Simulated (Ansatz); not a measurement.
# Tin, fcc under BLYP: ground state and equation of state, part 2 of 2

What does BLYP give for tin in the fcc structure? We relax it, solve it on a dense k-mesh, then scale the cell to 7 volumes from 88 to 112 % of the relaxed one and try a fit of the equation of state. Spin polarisation is left out. The k-meshes are 11×11×11 for the relaxation; 18×18×18 for the dense run; 12×12×12 for the volumes.

Ansatz 0.2.0; DFT, BLYP, plane waves (420 eV) with PAW, scalar-relativistic.

## (7) The cell scaled to 100 % of its volume

input.yaml reads:

```yaml
crystal:
  lattice:
    - [0.0, 2.4898684577, 2.4898684577]
    - [2.4898684577, 0.0, 2.4898684577]
    - [2.4898684577, 2.4898684577, 0.0]
  atoms:
    - { symbol: Sn, position: [0.0, 0.0, 0.0] }
hamiltonian:
  xc: blyp
  pseudopotentials:
    kind: paw
    azcp:
      Sn: "pseudopotentials/Sn.paw.azcp"
basis:
  ecutwfc: 420
  fft_grid_basis: typed
kpoints:
  mp_grid: { grid: [12, 12, 12], shift: [0, 0, 0] }
magnetization:
  spin_polarized: false
scf:
  occupations: { method: fermi_dirac, width: 0.1 }
  lower_state_search: "off"
output:
  stress: true
  write_density: true
  write_potential: true
  elf: true
  volumetric_format: npy
```

The log of the run (excerpt; [...] marks lines left out):

```text
Warning: RAYON_NUM_THREADS=2 ignored (pool sized by the plan → 2); use --threads N
[...]
Pseudopotentials: kind: paw
Pseudopotential: Sn, paw, valence charge 14, recommended cutoff 420 eV (normal), <dir>
Functional definition: BLYP
[...]
Crystal: 1 atoms, lattice volume = 30.872 Å³
Basis set: ecut = 420 eV, 609 PW (Γ), exchange–correlation on 48×48×48 points (8 copies of the dense FFT grid, shifted against one another)
Bands: 11, of which v1, the nominal top of the filled ones, is band 7 counted from 1 (6 counted from 0)
Symmetry: 48 space group operations
Space group: Fm-3m (ITA 225), of the structure as read, at distance tolerance 3.1e-5 Å
k-points: 72 of 1728
[...]
SCF iter   1: F=—  HF=-6040.398756 eV  |F-HF|=—  |Δ(HF+E_count)|=         —  Δρ=6.81e-3  dr2=1.18e-2  ethr=1.77e-3  ⟨swp⟩=5.0  Hψ=4641  notcnv=0
[...]
SCF iter   6: F=-6040.396933 eV  HF=-6040.396933 eV  |F-HF|=5.33e-8  |Δ(HF+E_count)|=   5.57e-7  Δρ=1.05e-5  dr2=4.36e-8  ethr=7.14e-10  ⟨swp⟩=8.0  Hψ=5812  notcnv=0
[...]
SCF converged after 6 iterations
Free energy (F): -6040.396933 eV
[...]
E sigma→0 (E₀):  -6040.383330 eV
Entropy (-TS):   -0.027207 eV (-27.207 meV/atom)
Fermi energy:    9.566232 eV
[...]
--- Stress (GPa, compression-positive) ---
        0.172379      -0.000000       0.000000
        0.000000       0.172379      -0.000000
        0.000000      -0.000000       0.172379
  P = ⅓ Tr σ = 0.1724 GPa (1.724 kbar)
--- Band table (eV; the first three rows and the last of 72) ---
  k-point 0: bands = ["-11.9664", "-11.9664", "-11.9664", "-11.9159", "-11.9159", "-0.7296", "16.0290", "16.0290", "16.0290", "20.3541", "20.7673"]
[...]
```

It took 1.1 s on 2 threads of Arm Neoverse V1, shared host; peak memory 0.29 GiB.

The maps below are laid out on this run's own conventional cell (a, b, c = 4.980, 4.980, 4.980 Å).

Density in a lattice plane of the grid's cell (edges 4.98 and 4.98 Å, at 0.000 of the third edge), which holds Sn.

Ten even steps from '0' (0.04 e/Å³) to '9' (16.48 e/Å³):
```
753100000000000000000135
321000000000000000000012
100000000000000000000000
000000000000000000000000
000000000000000000000000
000000000000000000000000
000000000000100000000000
000000000012321000000000
000000000135753100000000
000000000148984100000000
000000000135753100000000
000000000012321000000000
000000000000100000000000
000000000000000000000000
000000000000000000000000
000000000000000000000000
100000000000000000000000
321000000000000000000012
753100000000000000000135
984100000000000000000148
```
Columns run along the first of these edges and rows up along the second, over one cell in 24 and 20 even steps from the bottom left corner. Atoms in the plane (fractional): Sn at (0.00, 0.00), Sn at (0.50, 0.50).

ELF in the same plane.

Values, 12 rows by 12 columns:
```
0.04 0.15 0.35 0.37 0.23 0.11 0.09 0.11 0.23 0.37 0.35 0.15
0.32 0.35 0.36 0.34 0.22 0.23 0.25 0.23 0.22 0.34 0.36 0.35
0.37 0.37 0.34 0.28 0.34 0.37 0.37 0.37 0.34 0.28 0.34 0.37
0.25 0.23 0.22 0.34 0.36 0.35 0.32 0.35 0.36 0.34 0.22 0.23
0.09 0.11 0.23 0.37 0.35 0.15 0.04 0.15 0.35 0.37 0.23 0.11
0.06 0.09 0.25 0.37 0.32 0.04 0.00 0.04 0.32 0.37 0.25 0.09
0.09 0.11 0.23 0.37 0.35 0.15 0.04 0.15 0.35 0.37 0.23 0.11
0.25 0.23 0.22 0.34 0.36 0.35 0.32 0.35 0.36 0.34 0.22 0.23
0.37 0.37 0.34 0.28 0.34 0.37 0.37 0.37 0.34 0.28 0.34 0.37
0.32 0.35 0.36 0.34 0.22 0.23 0.25 0.23 0.22 0.34 0.36 0.35
0.04 0.15 0.35 0.37 0.23 0.11 0.09 0.11 0.23 0.37 0.35 0.15
0.00 0.04 0.32 0.37 0.25 0.09 0.06 0.09 0.25 0.37 0.32 0.04
```
Columns run along the first of these edges and rows up along the second, over one cell in 12 and 12 even steps from the bottom left corner. Atoms in the plane (fractional): Sn at (0.00, 0.00), Sn at (0.50, 0.50).

Both are smooth fields of the valence electrons: close to the nuclei they are not physical.

## (8) The cell scaled to 104 % of its volume

input.yaml: that of step 7 with these lines changed.

```diff
@@ -2,5 +2,5 @@
   lattice:
-    - [0.0, 2.4898684577, 2.4898684577]
-    - [2.4898684577, 0.0, 2.4898684577]
-    - [2.4898684577, 2.4898684577, 0.0]
+    - [0.0, 2.5226336422, 2.5226336422]
+    - [2.5226336422, 0.0, 2.5226336422]
+    - [2.5226336422, 2.5226336422, 0.0]
   atoms:
@@ -25,5 +25 @@
   stress: true
-  write_density: true
-  write_potential: true
-  elf: true
-  volumetric_format: npy
```

The log of the run (excerpt; [...] marks lines left out):

```text
Warning: RAYON_NUM_THREADS=2 ignored (pool sized by the plan → 2); use --threads N
[...]
[... 3 set-up lines as earlier in the session ...]
[...]
Crystal: 1 atoms, lattice volume = 32.106 Å³
Basis set: ecut = 420 eV, 609 PW (Γ), exchange–correlation on 48×48×48 points (8 copies of the dense FFT grid, shifted against one another)
Bands: 11, of which v1, the nominal top of the filled ones, is band 7 counted from 1 (6 counted from 0)
[... 1 set-up line as earlier in the session ...]
Space group: Fm-3m (ITA 225), of the structure as read, at distance tolerance 3.2e-5 Å
k-points: 72 of 1728
[...]
SCF iter   1: F=—  HF=-6040.395391 eV  |F-HF|=—  |Δ(HF+E_count)|=         —  Δρ=6.71e-3  dr2=1.24e-2  ethr=1.77e-3  ⟨swp⟩=5.0  Hψ=4666  notcnv=0
[...]
SCF iter   6: F=-6040.393375 eV  HF=-6040.393375 eV  |F-HF|=4.17e-8  |Δ(HF+E_count)|=   3.98e-7  Δρ=9.10e-6  dr2=3.35e-8  ethr=7.14e-10  ⟨swp⟩=3.7  Hψ=3156  notcnv=0
[...]
SCF converged after 6 iterations
Free energy (F): -6040.393375 eV
[...]
E sigma→0 (E₀):  -6040.379576 eV
Entropy (-TS):   -0.027598 eV (-27.598 meV/atom)
Fermi energy:    9.059903 eV
[...]
--- Stress (GPa, compression-positive) ---
       -1.052228       0.000000      -0.000000
       -0.000000      -1.052228      -0.000000
       -0.000000      -0.000000      -1.052228
  P = ⅓ Tr σ = -1.0522 GPa (-10.522 kbar)
```

Run time: 0.81 s. Hardware: 2 threads of Arm Neoverse V1, shared host; peak memory 0.29 GiB.

## (9) The cell scaled to 108 % of its volume

input.yaml: that of step 8 with these lines changed.

```diff
@@ -2,5 +2,5 @@
   lattice:
-    - [0.0, 2.5226336422, 2.5226336422]
-    - [2.5226336422, 0.0, 2.5226336422]
-    - [2.5226336422, 2.5226336422, 0.0]
+    - [0.0, 2.5545691038, 2.5545691038]
+    - [2.5545691038, 0.0, 2.5545691038]
+    - [2.5545691038, 2.5545691038, 0.0]
   atoms:
```

The log of the run (excerpt; [...] marks lines left out):

```text
Warning: RAYON_NUM_THREADS=2 ignored (pool sized by the plan → 2); use --threads N
[...]
[... 3 set-up lines as earlier in the session ...]
[...]
Crystal: 1 atoms, lattice volume = 33.341 Å³
Basis set: ecut = 420 eV, 645 PW (Γ), exchange–correlation on 50×50×50 points (8 copies of the dense FFT grid, shifted against one another)
Bands: 11, of which v1, the nominal top of the filled ones, is band 7 counted from 1 (6 counted from 0)
[... 2 set-up lines as earlier in the session ...]
k-points: 72 of 1728
[...]
SCF iter   1: F=—  HF=-6040.383569 eV  |F-HF|=—  |Δ(HF+E_count)|=         —  Δρ=6.60e-3  dr2=1.30e-2  ethr=1.77e-3  ⟨swp⟩=5.0  Hψ=4705  notcnv=0
[...]
SCF iter   7: F=-6040.381317 eV  HF=-6040.381317 eV  |F-HF|=5.99e-9  |Δ(HF+E_count)|=   2.11e-7  Δρ=3.53e-6  dr2=4.22e-9  ethr=7.14e-10  ⟨swp⟩=5.0  Hψ=2554  notcnv=0
[...]
SCF converged after 7 iterations
Free energy (F): -6040.381317 eV
[...]
E sigma→0 (E₀):  -6040.367398 eV
Entropy (-TS):   -0.027838 eV (-27.838 meV/atom)
Fermi energy:    8.591728 eV
[...]
--- Stress (GPa, compression-positive) ---
       -2.041151      -0.000000       0.000000
       -0.000000      -2.041151      -0.000000
        0.000000       0.000000      -2.041151
  P = ⅓ Tr σ = -2.0412 GPa (-20.412 kbar)
```

Wall time 0.87 s (2 threads of Arm Neoverse V1, shared host); peak memory 0.29 GiB.

## (10) The cell scaled to 112 % of its volume

input.yaml: that of step 9 with these lines changed.

```diff
@@ -2,5 +2,5 @@
   lattice:
-    - [0.0, 2.5545691038, 2.5545691038]
-    - [2.5545691038, 0.0, 2.5545691038]
-    - [2.5545691038, 2.5545691038, 0.0]
+    - [0.0, 2.5857254562, 2.5857254562]
+    - [2.5857254562, 0.0, 2.5857254562]
+    - [2.5857254562, 2.5857254562, 0.0]
   atoms:
```

The log of the run (excerpt; [...] marks lines left out):

```text
Warning: RAYON_NUM_THREADS=2 ignored (pool sized by the plan → 2); use --threads N
[...]
[... 3 set-up lines as earlier in the session ...]
[...]
Crystal: 1 atoms, lattice volume = 34.576 Å³
Basis set: ecut = 420 eV, 645 PW (Γ), exchange–correlation on 50×50×50 points (8 copies of the dense FFT grid, shifted against one another)
Bands: 11, of which v1, the nominal top of the filled ones, is band 7 counted from 1 (6 counted from 0)
[... 1 set-up line as earlier in the session ...]
Space group: Fm-3m (ITA 225), of the structure as read, at distance tolerance 3.3e-5 Å
k-points: 72 of 1728
[...]
SCF iter   1: F=—  HF=-6040.364944 eV  |F-HF|=—  |Δ(HF+E_count)|=         —  Δρ=6.48e-3  dr2=1.35e-2  ethr=1.77e-3  ⟨swp⟩=5.0  Hψ=4736  notcnv=0
[...]
SCF iter   6: F=-6040.362403 eV  HF=-6040.362403 eV  |F-HF|=1.37e-8  |Δ(HF+E_count)|=   1.49e-6  Δρ=7.44e-6  dr2=1.40e-8  ethr=7.14e-10  ⟨swp⟩=3.8  Hψ=3309  notcnv=0
[...]
SCF converged after 6 iterations
Free energy (F): -6040.362403 eV
[...]
E sigma→0 (E₀):  -6040.348409 eV
Entropy (-TS):   -0.027988 eV (-27.988 meV/atom)
Fermi energy:    8.156736 eV
[...]
--- Stress (GPa, compression-positive) ---
       -2.837300       0.000000       0.000000
        0.000000      -2.837300       0.000000
       -0.000000       0.000000      -2.837300
  P = ⅓ Tr σ = -2.8373 GPa (-28.373 kbar)
```

Run time: 0.87 s. Hardware: 2 threads of Arm Neoverse V1, shared host; peak memory 0.29 GiB.

## (11) The equation of state

The cell was scaled evenly, with its shape and the fractional positions fixed.

```
V (Å³/atom)  E − E₀ (meV/atom)  P from the stress (GPa)  P from the fit (GPa)
     27.167               62.4                     6.07                  5.92
     28.402               26.2                     3.62                  3.53
     29.637                6.7                     1.70                  1.64
     30.872                0.1                     0.17                  0.13
     32.106                3.9                    -1.05                 -1.08
     33.341               16.0                    -2.04                 -2.05
     34.576               35.0                    -2.84                 -2.82
```

Fit (Birch-Murnaghan, third order): V₀ = 30.989 Å³/atom, B₀ = 33 GPa, B₀′ = 4.6, largest residual 0.10 meV/atom.

Fit and stress differ a little: one follows E(σ → 0), the other the smeared free energy.

## (12) Outcome

The summary covers parts 1 to 2.

```
                      quantity                         value
space group (spins left aside)               Fm-3m (No. 225)
             conventional cell                   a = 4.980 Å
                        volume                30.872 Å³/atom
             shortest distance                       3.521 Å
               gap on the mesh  none (levels filled in part)
relative to alpha-Sn (diamond)                 +266 meV/atom
                   V₀, B₀, B₀′   30.989 Å³/atom, 33 GPa, 4.6
```

In words: From the guessed start the volume grew by 10.1 % in 4 steps. Against the reference form of tin (alpha-Sn (diamond), computed apart with the same settings) it stands 266 meV/atom higher. Levels at the Fermi energy are filled in part, as in a metal. The fitted modulus is 33 GPa. The symmetry was held, so the structure may be unstable against distortions that break it.
